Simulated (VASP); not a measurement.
A run of VASP 6.6.1 is set up as follows.

Contents of INCAR:

```
ALGO = Fast ; EDIFF = 1E-6
EDIFFG = -0.04 ; ENCUT = 600
GGA = PS ; IBRION = 2
ISIF = 3 ; ISMEAR = 0
LASPH = True ; LCHARG = False
LREAL = False ; LWAVE = False
NELM = 100 ; NSW = 90
PREC = Accurate ; SIGMA = 0.1
```

Contents of KPOINTS:

```
k-points
0
Gamma
  6 6 4
```

The input POSCAR:

```
Pb
1.0
    4.5902493180      0.0000000000      0.0000000000
   -2.2951246590      3.9752725191      0.0000000000
    0.0000000000      0.0000000000      5.2077915092
Pb
3
Direct
    0.2254000000      0.0000000000      0.3333333333
    0.0000000000      0.2254000000      0.6666666667
    0.7746000000      0.7746000000      0.0000000000
```

Potentials or basis: VASP PAW PBE potentials, release 64 (Pb_d).

The run is started by

```bash
$ cat potpaw_PBE.64/Pb_d/POTCAR > POTCAR
$ mpirun -np 1 vasp_std > vasp.out
```

Problem. Predict the band gap on the k mesh.

Solution. None (metal or under the smearing width).

Problem. Estimate the relaxed cell.

Solution. a = 4.631 Å, b = 4.631 Å, c = 5.199 Å, α = 90.00°, β = 90.00°, γ = 120.00°.

Problem. Predict the space group after relaxing (to 0.05 Å).

Solution. R-3m (No. 166).

Stress tensor (GPa, compression positive):
```
 0.04  0.00  0.00
 0.00  0.04  0.00
 0.00  0.00 -0.08
```

Caveat: the PAW data sets were made with another functional, which shifts forces and pressure a little. Spin-orbit coupling is left out, which matters for the levels of Pb.
